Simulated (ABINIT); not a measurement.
Write the native input for ABINIT 10.8.3 (patched build) that does the following.

- Task: single point
- Functional: HSE06
- Potentials or basis: SPMS NC PBE v1.0
- Cutoff: 707 eV
- k mesh: 6 × 6 × 6
- Occupations: fixed
- Spin: no spin polarisation
- Most SCF steps: 60

Crystal: MgS (Niningerite).

```xyz
2
Lattice="0.0000 2.6016 2.6016 2.6016 0.0000 2.6016 2.6016 2.6016 0.0000" Properties=species:S:1:pos:R:3 pbc="T T T"
S     2.6016    2.6016    2.6016
Mg    0.0000    0.0000    0.0000
```

These files were run (other wordings do the same):

run.abi

```
pp_dirpath "./"
pseudos "16_S_6_1.8_1.9_pbe_n_v1.0.psp8, 12_Mg_10_1.9_2.0_pbe_v1.0.psp8"

acell 3.6792887145 3.6792887145 3.6792887145 Angstrom
rprim
     0.0000000000     0.7071067812     0.7071067812
     0.7071067812     0.0000000000     0.7071067812
     0.7071067812     0.7071067812     0.0000000000
ntypat 2
znucl 16 12
natom 2
typat 1 2
xred
     0.5000000000     0.5000000000     0.5000000000
     0.0000000000     0.0000000000     0.0000000000

ecut 26.0

kptopt 1
ngkpt 6 6 6
nshiftk 1
shiftk 0.0 0.0 0.0

ixc -428

nband 10
occopt 1

nstep 60
diemac 6.0
toldfe 1.0e-7

iomode 3
prtwf 0
prtden 0
prteig 0
prtebands 0
enunit 1
```

Potentials or basis: SPMS NC PBE v1.0.

The run is started by

```console
$ mpirun --bind-to none -np 8 abinit run.abi > log 2>&1
```

Results of the run:

| Property | Result |
| --- | --- |
| Pressure | 0.1 GPa |
| Band gap on the k mesh | 3.84 eV, indirect (least direct gap 4.86 eV) |
| Valence electrons inside the program's atomic spheres | S 3.98; Mg 8.25 |

Caveat: Libxc's HSE differs a little from that of other programs; the potentials were made for another functional, which shifts forces and pressure.

Run time: 13 min on 8 MPI ranks on Arm Neoverse V1, on a shared host, peak memory 0.96 GiB a rank.
